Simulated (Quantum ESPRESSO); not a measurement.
# SnSe in Quantum ESPRESSO: the effect of functional

Crystal: SnSe.

```
Sn Se
1.0
     0.00000    3.01000    3.01000
     3.01000    0.00000    3.01000
     3.01000    3.01000    0.00000
Sn Se
1 1
Direct
  0.00000 0.00000 0.00000
  0.50000 0.50000 0.50000
```

Measurements of this composition are mostly on another form, of space group No. 62.

Alike in all runs:

- Program: Quantum ESPRESSO 7.5
- Task: band structure
- Potentials or basis: SG15 PBE 1.2
- Cutoff: 952 eV
- Density cutoff: 3810 eV
- k mesh: 8 × 8 × 8
- Occupations: fermi-dirac, width 0.05 eV
- Spin: no spin polarisation

| functional | dispersion | pressure (GPa) |
| --- | --- | --- |
| LDA | - | ? |
| PBEsol | - | -1.8 |
| RPBE | - | 2.7 |
| AM05 | - | -1.3 |
| HLE16 | - | -5.3 |
| revPBE | - | 2.2 |
| rPW86PBE | rVV10 | 1.9 |

Task: What does the run with functional LDA give?

Result: Pressure -3.3 GPa.

Caveats: the potentials were made for another functional, which shifts forces and pressure; the potentials were made for a functional far from this one (some runs).

Runs at the PBE level aren't shown here.
